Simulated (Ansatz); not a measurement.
# Si3N4: gradients before and after relaxing the atoms

Start: a structure deposited in the COD, taken as it stands.

```
Si N
1.0
     7.59500    0.00000    0.00000
    -3.79750    6.57746    0.00000
     0.00000    0.00000    2.90230
Si N
6 8
Direct
  0.76870 0.17440 0.25000
  0.59430 0.76870 0.75000
  0.82560 0.59430 0.25000
  0.23130 0.82560 0.75000
  0.40570 0.23130 0.25000
  0.17440 0.40570 0.75000
  0.02970 0.32950 0.26500
  0.70020 0.02970 0.76500
  0.67050 0.70020 0.26500
  0.97030 0.67050 0.76500
  0.29980 0.97030 0.26500
  0.32950 0.29980 0.76500
  0.33333 0.66667 0.23440
  0.66667 0.33333 0.73440
```

Atoms are numbered from 1 in the order listed; like atoms form one site, named after its first atom.

Level of theory: DFT, PBE, plane waves and PAW, scalar-relativistic, 420 eV cutoff, Γ-centred 4×4×10 k-points, Fermi–Dirac smearing 0.02 eV (Ansatz 0.2.0).

The largest force at the start is 2.5 eV/Å. Relaxing the ions at fixed cell moves them by 1.187 Å at most (atom 13, N) and 0.485 Å rms.

```csv
site,atom,moved (Å),first shell before,first shell after,V_zz before (10²¹ V/m²),η before
Si,1,0.220,3 N at 1.70–1.77 Å,4 N at 1.73 Å,5.83,0.42
N7,7,0.176,3 Si at 1.70–1.77 Å,3 Si at 1.73 Å,-4.72,0.33
N13,13,1.187,6 Si at 2.23–2.29 Å,3 Si at 1.73 Å,4.81,0.00
```

Question: What are V_zz and η after the relaxation?

Answer: 

| site | atom | V_zz after | η after | change of V_zz |
| --- | --- | --- | --- | --- |
| Si | 1 | 0.99 | 0.42 | – |
| N7 | 7 | -4.90 | 0.07 | -0.18 |
| N13 | 13 | -4.83 | 0.00 | -9.64 |

The largest change of V_zz along a kept axis is on N13, from 4.81 to -4.83. In per cent, |V_zz| changes by +4 on N (all sites that start above 0.5, bar those whose gradient vanishes or changes sign or whose main axis turns by over 40°). Where |V_zz| stays above 0.1 and the axes keep their order, η moves most on N7, from 0.33 to 0.07. V_zz changes sign on N13 (same axis). On Si the largest principal value lies along another axis in the second run, so the two V_zz can't be compared directly.

Before: At this cell the PBE pressure is -2.2 GPa (principal stresses up to 30 GPa in size), so it isn't the equilibrium cell of PBE. The entry's cell may itself be off.
After: At this cell the PBE pressure is 6 GPa, so with PBE the cell would grow if it were relaxed.
